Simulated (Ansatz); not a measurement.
Crystal: Pd.

```xyz
1
Lattice="0.0000 1.9465 1.9465 1.9465 0.0000 1.9465 1.9465 1.9465 0.0000" Properties=species:S:1:pos:R:3 pbc="T T T"
Pd    0.0000    0.0000    0.0000
```

Base run:

* Program: Ansatz 0.2.0
* Functional: PBE
* Potentials or basis: Ansatz PAW
* Cutoff: 500 eV
* Density cutoff: 2000 eV
* k mesh: 12 × 12 × 12
* Occupations: fermi-dirac, width 0.05 eV
* Spin: no spin polarisation

Its results: band gap on the k mesh none (metal or under the smearing width); pressure 6.9 GPa.

The run is repeated on the same cell with these changes: functional from PBE to rPW86-PBE; cutoff from 500 eV to 420 eV (not typed: the program's choice for these potentials). What comes out?

Band gap on the k mesh none (metal or under the smearing width); pressure 18.1 GPa.

Caveats: so large a pressure means that the cell lies far from this level's equilibrium, or that cutoff or potentials fall short (some runs); the PAW data sets come from PBE, with cores solved anew for the run's functional, which leaves a small shift of forces and pressure (some runs).
